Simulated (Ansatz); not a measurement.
Every step of a relaxation of InSb (rocksalt type)

DFT, PBE, PAW with Ansatz's default frozen-core files, scalar-relativistic (Ansatz 0.2.0); a Γ-centred 12×12×12 k mesh, Fermi–Dirac smearing of 0.1 eV, no spin polarisation. The run relaxes cell and atoms at a target pressure of 0 GPa.

Command: `ansatz run input.yaml --threads 1 --pin off --max-ram 3584MiB --backend cpu --events-out ev --progress --plain --runs-dir out` It took 11 s on 1 thread of Intel(R) Xeon(R) Platinum 8488C (Sapphire Rapids), on a shared host, peak memory 0.44 GiB.

PAW: frozen-core files, cutoff 420 eV; forces are relaxed below 0.005 eV/Å.

Each step lists its free energy a cell above the last geometry, the pressure, the cell vectors (Å), and Cartesian positions (Å) with forces (eV/Å).

The first step:

```
step 1  dF = 156.81 meV  P = 8.26 GPa
  cell 0.0000 2.9474 2.9474  2.9474 0.0000 2.9474  2.9474 2.9474 0.0000
  In 0.0000 0.0000 0.0000   0.0000 0.0000 0.0000
  Sb 2.9474 2.9474 2.9474   0.0000 0.0000 0.0000
```

Spin–orbit coupling is left out, which matters for the heavy atoms.

Where does the relaxation end, and by which steps?

After 4 geometries, with conventional a, b, c = 6.151, 6.151, 6.151 Å, at 29.092 Å³/atom (+13.62 % against the start) in space group Fm-3m, with a shortest distance of 3.076 Å. The further steps:
```
step 2  dF = 2.12 meV  P = -0.68 GPa
  cell 0.0000 3.0910 3.0910  3.0910 0.0000 3.0910  3.0910 3.0910 0.0000
  In 0.0000 0.0000 0.0000   0.0000 0.0000 0.0000
  Sb 3.0910 3.0910 3.0910   0.0000 0.0000 0.0000
step 3  dF = 0.14 meV  P = -0.16 GPa
  cell 0.0000 3.0791 3.0791  3.0791 0.0000 3.0791  3.0791 3.0791 0.0000
  In 0.0000 0.0000 0.0000   0.0000 0.0000 0.0000
  Sb 3.0791 3.0791 3.0791   0.0000 0.0000 0.0000
step 4  dF = 0.00 meV  P = 0.00 GPa
  cell 0.0000 3.0755 3.0755  3.0755 0.0000 3.0755  3.0755 3.0755 0.0000
  In 0.0000 0.0000 0.0000   0.0000 0.0000 0.0000
  Sb 3.0755 3.0755 3.0755   0.0000 0.0000 0.0000
step 5  dF = -1.39 meV  P = -0.01 GPa  (same geometry on a basis chosen anew; earlier energies don't compare to the last digit)
  cell 0.0000 3.0755 3.0755  3.0755 0.0000 3.0755  3.0755 3.0755 0.0000
  In 0.0000 0.0000 0.0000   0.0000 0.0000 0.0000
  Sb 3.0755 3.0755 3.0755   0.0000 0.0000 0.0000
```
